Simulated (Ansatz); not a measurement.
**Hf₃N₂: how the energy converges with the cutoff**

Hf₃N₂, R-3m, a = 3.199 Å, c = 23.265 Å. The structure is a Materials Project entry; whether it is the stable form wasn't checked. Ansatz: r2SCAN, PAW, cutoff varied, Γ-centred 12×12×12 mesh on 5 atoms, Gaussian smearing 0.10 eV; no spin polarisation. Single points at one geometry, the cutoff alone changed; ΔE is the energy at zero smearing over the run at 850 eV. The runs up to 460 eV lie under the cutoff recommended for these PAW datasets.

```tsv
cutoff (eV)	ΔE (meV/atom)
150	24181.57
200	4821.85
250	1030.82
300	173.21
350	?
380	12.41
460	2.39
500	1.91
520	1.73
600	1.02
700	0.48
```

Question: Assume ΔE falls exponentially with the cutoff, fit y = ln ΔE against x, the cutoff in eV, to the other rows, and predict the missing value.

Answer: y = 10.093, 8.481, 6.938, 5.155, 2.519, 0.871, 0.647, 0.548, 0.020, -0.734. Means x = 406.0, y = 3.4538; Σ(Δx)² = 293040, ΣΔxΔy = -6067; the slope is their ratio. y = 11.86 − 0.02070 x, a factor of ten per 111 eV. At 350 eV this gives ΔE = 100.99 meV/atom. The run gave 32.60, a ratio of 3.10. Between neighbouring rows the decay runs from a factor of ten per 65 eV to one per 465 eV, so one exponential is only a rough guide.